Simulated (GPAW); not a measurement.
Pt:

```xyz
1
Lattice="0.0000 1.9609 1.9609 1.9609 0.0000 1.9609 1.9609 1.9609 0.0000" Properties=species:S:1:pos:R:3 pbc="T T T"
Pt    0.0000    0.0000    0.0000
```

```yaml
Program: GPAW 26.7.0
Task: relaxation of cell and atoms
Functional: BLYP
Dispersion: D4
Potentials_or_basis: PAW data sets generated in the run's folder for this functional
Cutoff: 600 eV
Basis: pw
k_mesh: 12 × 12 × 12
Occupations: fermi-dirac, width 0.05 eV
Spin: no spin polarisation
```

At the start: pressure 8.6 GPa; volume 15.08 Å³/atom.

Task: How do energy, volume and symmetry change on relaxing?

Result: Over 3 steps the energy falls by 13.0 meV/atom and the volume is 15.58 Å³/atom (+3.3 %); space group Fm-3m (No. 225, to 0.05 Å).

Step by step:
| step | energy change (eV) | largest force (eV/Å) | pressure (GPa) | volume (Å³) |
| --- | --- | --- | --- | --- |
| 1 | 0.0000 | 0.0000 | 8.62 | 15.08 |
| 2 | -0.0129 | 0.0000 | -0.50 | 15.61 |
| 3 | -0.0130 | 0.0000 | -0.03 | 15.58 |

Final structure:
```
CELL_PARAMETERS angstrom
0.00000 1.98246 1.98246
1.98246 0.00000 1.98246
1.98246 1.98246 0.00000
ATOMIC_POSITIONS crystal
Pt 0.00000 0.00000 0.00000
```

Caveat: later steps reuse the first step's grids; pairwise dispersion overbinds metals, which lowers pressure and volume.
